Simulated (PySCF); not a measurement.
spiropentane: calculation against experiment

**What was measured.**

NIST CCCBDB Release 22 (SRD 101), experimental polarizabilities lists, for the gas: mean polarisability 8.049 Å³.

The results are set against them at the end.

Spiropentane, C5H8.
SMILES with atom numbers: `[CH2:1]1[CH2:2][C:3]12[CH2:4][CH2:5]2` (hydrogens: H6, H7 on C1; H8, H9 on C2; H10, H11 on C4; H12, H13 on C5)

Structure used (PBE0-D3(BJ)/def2-SVP), in Å, numbered top down from 1:
```xyz
13
C5H8 angstrom
C      0.9627   -0.8094    0.7741
C      1.4414    0.2048   -0.2502
C      0.0001    0.0003   -0.0002
C     -1.1848    0.8379    0.2761
C     -1.2194   -0.2331   -0.8002
H      1.0673   -1.8706    0.5276
H      1.1096   -0.5729    1.8325
H      1.8672   -0.1761   -1.1836
H      1.9093    1.1217    0.1213
H     -1.7490    0.6547    1.1958
H     -1.1697    1.8837   -0.0461
H     -1.8069   -1.1351   -0.6027
H     -1.2278    0.0941   -1.8444
```

The PySCF runs (gas phase, on this PBE0-D3(BJ)/def2-SVP geometry; no spin–orbit coupling):

```json
{"level": "B3LYP/def2-SVPD", "job": "10 singlets by full TDDFT, 4 Tamm–Dancoff triplets, polarisability, ΔSCF ions", "basis functions": "164"}
{"level": "BHandHLYP/def2-SVPD", "job": "10 singlets by full TDDFT, 4 Tamm–Dancoff triplets, polarisability, ΔSCF ions", "basis functions": "164"}
{"level": "CAM-B3LYP/def2-SVPD", "job": "10 singlets by full TDDFT, 4 Tamm–Dancoff triplets, polarisability, ΔSCF ions", "basis functions": "164"}
{"level": "HF/def2-SVPD", "job": "10 singlets by TDHF, 4 Tamm–Dancoff triplets, polarisability, ΔSCF ions", "basis functions": "164"}
{"level": "LDA/def2-SVPD", "job": "10 singlets by full TDDFT, 4 Tamm–Dancoff triplets, polarisability, ΔSCF ions", "basis functions": "164"}
{"level": "PBE/def2-SVPD", "job": "10 singlets by full TDDFT, 4 Tamm–Dancoff triplets, polarisability, ΔSCF ions", "basis functions": "164"}
{"level": "PBE0/6-31G*", "job": "10 singlets by full TDDFT, 4 Tamm–Dancoff triplets, polarisability", "basis functions": "86"}
{"level": "PBE0/def2-SVPD", "job": "10 singlets by full TDDFT, 4 Tamm–Dancoff triplets, polarisability, ΔSCF ions", "basis functions": "164"}
{"level": "PBE0/def2-TZVP", "job": "10 singlets by full TDDFT, 4 Tamm–Dancoff triplets, polarisability", "basis functions": "203"}
{"level": "wB97X-D/def2-SVPD", "job": "10 singlets by full TDDFT, 4 Tamm–Dancoff triplets, polarisability, ΔSCF ions", "basis functions": "164"}
{"level": "PBE0/6-31+G*", "job": "10 singlets by full TDDFT, 4 Tamm–Dancoff triplets, polarisability", "basis functions": "106"}
{"level": "PBE0/def2-TZVPD", "job": "10 singlets by full TDDFT, 4 Tamm–Dancoff triplets, polarisability", "basis functions": "257"}
```

All basis functions are spherical.

## Comparison

**Mean polarisability.** Measured: 8.049 Å³ (NIST CCCBDB Release 22 (SRD 101), experimental polarizabilities).

| level | computed (Å³) | computed − measured (Å³) | % (from the printed values) |
| --- | --- | --- | --- |
| B3LYP/def2-SVPD | 8.563 | +0.514 | +6 |
| BHandHLYP/def2-SVPD | 8.306 | +0.257 | +3 |
| CAM-B3LYP/def2-SVPD | 8.421 | +0.372 | +5 |
| HF/def2-SVPD | 8.084 | +0.035 | 0 |
| LDA/def2-SVPD | 8.845 | +0.796 | +10 |
| PBE/def2-SVPD | 8.751 | +0.702 | +9 |
| PBE0/6-31G* | 7.254 | -0.795 | -10 |
| PBE0/def2-SVPD | 8.469 | +0.420 | +5 |
| PBE0/def2-TZVP | 8.429 | +0.380 | +5 |
| wB97X-D/def2-SVPD | 8.431 | +0.382 | +5 |
| PBE0/6-31+G* | 8.159 | +0.110 | +1 |
| PBE0/def2-TZVPD | 8.682 | +0.633 | +8 |

12 of the 15 levels run are shown, the closest and the furthest among them. The computed values are static and purely electronic, with core orbitals frozen in the response (1 au = 0.148185 Å³). The table of measured values doesn't say here whether a value is static or optical, or holds a vibrational part.

No measured geometry was used, and the causes of the misses weren't examined.
